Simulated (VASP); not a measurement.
TePb in VASP 6.6.1, single-point calculation

INCAR

```
SIGMA = 0.02
NSW = 0
ISIF = 2
NBANDS = 17
LDAU = .TRUE.
GGA = PE
LCHARG = .FALSE.
LREAL = .FALSE.
PREC = Accurate
ENCUT = 520
LDAUU = 4 4 4
ISMEAR = -1
LDAUL = 2 2 2
EDIFF = 1E-7
LASPH = .TRUE.
NELM = 100
IBRION = -1
LDAUTYPE = 2
LWAVE = .FALSE.
```

KPOINTS

```
KPOINTS created by Atomic Simulation Environment
0
Gamma
8 8 8
0 0 0
```

POSCAR

```
Pb Te
 1.0000000000000000
     0.0000000000000000    3.2678373029999999    3.1044454378999999
     3.2678373029999999    0.0000000000000000    3.1044454378999999
     3.2678373029999999    3.2678373029999999    0.0000000000000000
 Pb  Te
   1   1
Cartesian
  0.0000000000000000  0.0000000000000000  0.0000000000000000
  3.2678373029999994  3.2678373029999994  3.1044454378999999
```

The recommended PBE PAW datasets give the neutral cell 20 valence electrons.

Command

```
mpirun -np 1 vasp_std
```

OSZICAR

```
N       E                     dE             d eps       ncg     rms          rms(c)
DAV:   1     0.154161754497E+03    0.15416E+03   -0.93608E+03  2006   0.115E+03
DAV:   2     0.485328208101E+01   -0.14931E+03   -0.14493E+03  2136   0.300E+02
DAV:   3    -0.693104746974E+01   -0.11784E+02   -0.11720E+02  2508   0.935E+01
DAV:   4    -0.725269526788E+01   -0.32165E+00   -0.32149E+00  2487   0.171E+01
DAV:   5    -0.726533788760E+01   -0.12643E-01   -0.12642E-01  2849   0.316E+00    0.349E+00
DAV:   6    -0.716407748012E+01    0.10126E+00   -0.23016E-01  2831   0.348E+00    0.217E+00
DAV:   7    -0.716362216910E+01    0.45531E-03   -0.81755E-02  2444   0.152E+00    0.906E-01
DAV:   8    -0.716577545317E+01   -0.21533E-02   -0.95397E-03  2363   0.964E-01    0.165E-01
DAV:   9    -0.716572908396E+01    0.46369E-04   -0.10254E-03  3086   0.348E-01    0.715E-02
DAV:  10    -0.716576326374E+01   -0.34180E-04   -0.16433E-04  2446   0.112E-01    0.164E-02
DAV:  11    -0.716576897571E+01   -0.57120E-05   -0.42267E-05  2693   0.574E-02    0.208E-02
DAV:  12    -0.716576887239E+01    0.10331E-06   -0.18248E-06  2294   0.794E-03    0.189E-02
DAV:  13    -0.716576850676E+01    0.36563E-06   -0.85353E-08  2144   0.218E-03    0.145E-02
DAV:  14    -0.716576767716E+01    0.82960E-06   -0.39893E-06  2692   0.155E-02    0.605E-03
DAV:  15    -0.716576772461E+01   -0.47446E-07   -0.29896E-07  2075   0.280E-03
   1 F= -.71657677E+01 E0= -.71657677E+01  d E =-.142585E-08
```

It converged. Results: gap between bands v and c on the k mesh 0.63 eV; least direct gap on the k mesh 0.63 eV; pressure 3.2 GPa. Band v is the last that the valence electrons fill when counted band by band, and c is the next.

Problem. What is wrong with this input?

Solution. Wrong count of Hubbard values. On sound settings PBE gives a gap of 0.56 eV on its mesh and a pressure of 3.4 GPa for the intended cell. This run's energy (σ→0) differs from it by 133 meV an atom.
